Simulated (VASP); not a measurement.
A run of VASP 6.6.1 is set up as follows.

The input POSCAR:

```
Te4Pt3
1.0
    1.9991701602      1.1542214302     12.0406986967
   -1.9991701602      1.1542214302     12.0406986967
    0.0000000000     -2.3084428603     12.0406986967
Te Pt
4 3
Direct
    0.4463308216      0.4463308216      0.4463308216
    0.5536691784      0.5536691784      0.5536691784
    0.2951839180      0.2951839180      0.2951839180
    0.7048160820      0.7048160820      0.7048160820
    0.0000000000      0.0000000000      0.0000000000
    0.1463958333      0.1463958333      0.1463958333
    0.8536041667      0.8536041667      0.8536041667
```

Contents of INCAR.step1:

```
  PREC = Accurate
  ENCUT = 520
  ISMEAR = -1
  SIGMA = 0.02
  LREAL = False
  LASPH = True
  NELM = 60
  NBANDS = 36
  GGA = PE
  ALGO = Normal
  EDIFF = 1E-4
  LWAVE = True
  LCHARG = False
```

File INCAR.step2:

```
  PREC = Accurate
  ENCUT = 520
  EDIFF = 1E-7
  ISMEAR = -1
  SIGMA = 0.02
  LREAL = False
  LASPH = True
  NELM = 60
  ALGO = Normal
  ISIF = 2
  LWAVE = False
  LCHARG = False
  METAGGA = R2SCAN
  LMIXTAU = True
  NBANDS = 36
  ISTART = 1
```

The input KPOINTS:

```
Automatic mesh
0
Gamma
  6 6 6
```

Potentials or basis: VASP PAW PBE potentials, release 64 (Te, Pt).

Launch:

```bash
$ cat potpaw_PBE.64/Te/POTCAR potpaw_PBE.64/Pt/POTCAR > POTCAR
$ cp INCAR.step1 INCAR
$ mpirun -np 1 vasp_std > vasp.out
$ cp INCAR.step2 INCAR
$ mpirun -np 1 vasp_std > vasp.out
```

What does it give for the largest force?

0.065 eV/Å.

What does it give for the pressure?

1.4 GPa.

Forces in eV/Å, atoms in the order of the input:
```
Te   0.000  0.000  0.007
Te   0.000  0.000 -0.007
Te   0.000  0.000  0.017
Te   0.000  0.000 -0.017
Pt   0.000  0.000  0.000
Pt   0.000  0.000 -0.065
Pt   0.000  0.000  0.065
```

Caveat: the PAW data sets were made with another functional, which shifts forces and pressure a little. The run has no spin-orbit coupling, so splittings on Pt, Te are missing.
